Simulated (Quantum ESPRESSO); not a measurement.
BaTiO3:

```
Ba Ti O
1.0
     4.00600    0.00000    0.00000
     0.00000    4.00600    0.00000
     0.00000    0.00000    4.00600
Ba Ti O
1 1 3
Cartesian
  2.0030 2.0030 2.0030
  0.0000 0.0000 0.0000
  0.0000 0.0000 2.0030
  0.0000 2.0030 0.0000
  2.0030 0.0000 0.0000
```

Base run:

| Property | Result |
| --- | --- |
| Program | Quantum ESPRESSO 7.5 |
| Functional | LDA |
| Potentials or basis | GBRV 1.5 LDA |
| Cutoff | 612 eV |
| Density cutoff | 4898 eV |
| k mesh | 7 × 7 × 7 |
| Occupations | fermi-dirac, width 0.05 eV |
| Spin | no spin polarisation |

Its results: band gap on the k mesh 1.77 eV, indirect (least direct gap 1.83 eV); pressure -8.1 GPa.

Task: The run is repeated on the same cell with these changes: functional from LDA to PBEsol; potentials or basis from GBRV 1.5 LDA to GBRV 1.5 PBEsol. What comes out?

Result: Band gap on the k mesh 1.81 eV, indirect (least direct gap 1.87 eV); pressure -3.6 GPa.

Caveats: some levels on the path didn't converge; spin-orbit coupling is left out, which moves the levels of the heavy elements.

A k mesh can miss the band edges.

Not every run made on this cell is shown here.
